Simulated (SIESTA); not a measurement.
## Fe under changes of volume

One of the cells (11.435 Å³/atom); the others are scaled copies at fixed shape and fractional positions:

```
Fe
1.0
     0.00000    1.94174    1.96511
     1.49844    0.00000    1.96511
     1.49844    1.94174    0.00000
Fe
1
Direct
  0.00000 0.00000 0.00000
```

* Program: SIESTA 5.4.2
* Functional: PBEsol
* Potentials or basis: PseudoDojo 0.4 standard (PBEsol files)
* Basis: DZP (energy shift 0.003 Ry; two zetas on semicore shells)
* Grid cutoff: 800 Ry
* Energy shift: 0.003 Ry
* k mesh: 13 × 13 × 13
* Occupations: fermi-dirac, width 0.05 eV
* Spin: collinear spin, ferromagnetic start
* Starting moments: [3.0] μB

```csv
volume (Å³/atom),energy over the lowest point (meV/atom),pressure (GPa),moment (μB per cell)
10.749,0.00,2.2,2.11
10.978,0.15,-1.9,2.15
11.207,6.28,-6.5,2.20
11.435,?,?,?
11.664,33.70,-12.6,2.30
11.893,53.94,-15.2,2.35
12.121,76.97,-16.3,2.44
```

Problem. What does the run at 11.435 Å³/atom give?

Solution. Energy over the lowest point 17.93 meV/atom; pressure -9.5 GPa; moment 2.25 μB per cell.

Worked out: A Birch-Murnaghan fit of order 3 (a polynomial in V^(-2/3)) to the other rows has its minimum at 10.86 Å³/atom with B0 = V·E''(V) = 220 GPa and B' = 5.9 at fixed shape and positions, which overstates the stiffness. It gives 17.75 meV/atom at 11.435 Å³/atom, against the run's 17.93, and -dE/dV = -9.7 GPa, against -9.5. A parabola through the other rows of the moment, of slope 0.233 μB per Å³/atom there, gives 2.24 μB, against the run's 2.25.

Energies are extrapolated to zero smearing.

Caveats: short orbitals over semicore shells can move pressures by several GPa; the basis of atomic orbitals isn't converged, which shifts pressures, moduli and gaps.
